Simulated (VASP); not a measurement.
## CdSe: relaxation of cell and atoms with PBEsol

CdSe:

```
Cd Se
1.0
     0.00000    3.07027    3.07027
     3.07027    0.00000    3.07027
     3.07027    3.07027    0.00000
Cd Se
1 1
Direct
  0.00000 0.00000 0.00000
  0.25000 0.25000 0.25000
```

Measurements of this composition are mostly on another form, of space group No. 186.

- Program: VASP 6.6.1
- Task: relaxation of cell and atoms
- Functional: PBEsol
- Potentials or basis: VASP PAW PBE potentials, release 64 (Cd, Se)
- Cutoff: 600 eV
- k mesh: 4 × 4 × 4
- Occupations: gaussian, width 0.02 eV
- Spin: no spin polarisation
- Further INCAR settings: ALGO = Normal; EDIFF = 1e-07; IBRION = 2; EDIFFG = -0.005; NSW = 90; ISIF = 3

```yaml
Relaxed_volume: 28.39 Å³/atom
Relaxed_cell: a = 4.314 Å, b = 4.314 Å, c = 4.314 Å, α = 60.00°, β = 60.00°, γ = 60.00°
Space_group_after_relaxing_to_0.05_Å: F-43m (No. 216)
Energy_gained_by_relaxing: 1.7 meV/atom
Ionic_steps: 3
Pressure_after_relaxing: 0.0 GPa
Band_gap_on_the_k_mesh: 0.45 eV, direct
```

The path:
```tsv
step	energy change (eV)	largest force (eV/Å)	pressure (GPa)	volume (Å³)
1	0.0000	0.0000	-0.96	57.88
2	-0.0031	0.0000	0.31	56.44
3	-0.0034	0.0000	0.00	56.78
```

Final structure:
```
Cd Se
1.0
     0.00000    3.05056    3.05056
     3.05056    0.00000    3.05056
     3.05056    3.05056    0.00000
Cd Se
1 1
Direct
  0.00000 0.00000 0.00000
  0.25000 0.25000 0.25000
```

Levels at points of the mesh, in eV from the valence-band top:
| k point | band 7 | band 8 | band 9 | band 10 | band 11 | band 12 |
| --- | --- | --- | --- | --- | --- | --- |
| (0.00, 0.00, 0.00) | 0.00 | 0.00 | 0.00 | 0.45 | 5.83 | 5.83 |
| (0.50, 0.00, 0.00) | -4.41 | -0.75 | -0.75 | 2.26 | 6.34 | 6.34 |
| (0.50, 0.50, 0.00) | -4.10 | -1.85 | -1.85 | 3.00 | 3.65 | 8.93 |

It took 11 s on 1 thread of Intel(R) Xeon(R) 6975P-C (Granite Rapids), on a shared host, peak memory 0.21 GiB.

Caveat: the k mesh is coarse (spacing up to 0.44 Å⁻¹), so the values aren't converged; the PAW data sets were made with another functional, which shifts forces and pressure a little. A hybrid or GW would open this gap; PBEsol tends to underestimate it.
